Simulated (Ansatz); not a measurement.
Crystal: CoO.

```
Co O
1.0
     1.50547    0.86918    2.43993
    -1.50547    0.86918    2.43993
     0.00000   -1.73837    2.43993
Co O
1 1
Direct
  0.00000 0.00000 0.00000
  0.50000 0.50000 0.50000
```

The cell is a database's computed one.

Program: Ansatz 0.2.0. Alike in all runs: potentials or basis Ansatz PAW; spin collinear, ferromagnetic start; cell as given; k mesh 11 × 11 × 11; smearing fermi-dirac 0.05 eV.

**Question.** Order these runs on this cell by their pressure, lowest first.
A. level PBEsol+U; U Co d U = 4 eV; cutoff (eV) 420; hubbard projectors ortho-atomic (the default); double counting fll (the default); points for each segment of the path 14
B. level r2SCAN+U; U Co d U = 4 eV; cutoff (eV) 500; hubbard projectors ortho-atomic (the default); double counting fll (the default)
C. level PBEsol; cutoff (eV) 420; points for each segment of the path 14
D. level LDA; cutoff (eV) 420; points for each segment of the path 14
E. level PBE; cutoff (eV) 420; points for each segment of the path 14

**Answer.** D (-17.8 GPa), C (-9.1 GPa), E (0.0 GPa), A (2.2 GPa), B (6.3 GPa).

Caveats: a cell with one magnetic atom can't hold antiferromagnetic order, which such compounds often take; the PAW data sets come from PBE, with cores solved anew for the run's functional, which leaves a small shift of forces and pressure (some runs); the magnetic or orbital state may not be the lowest (some runs).

Not every run made on this cell is shown here.
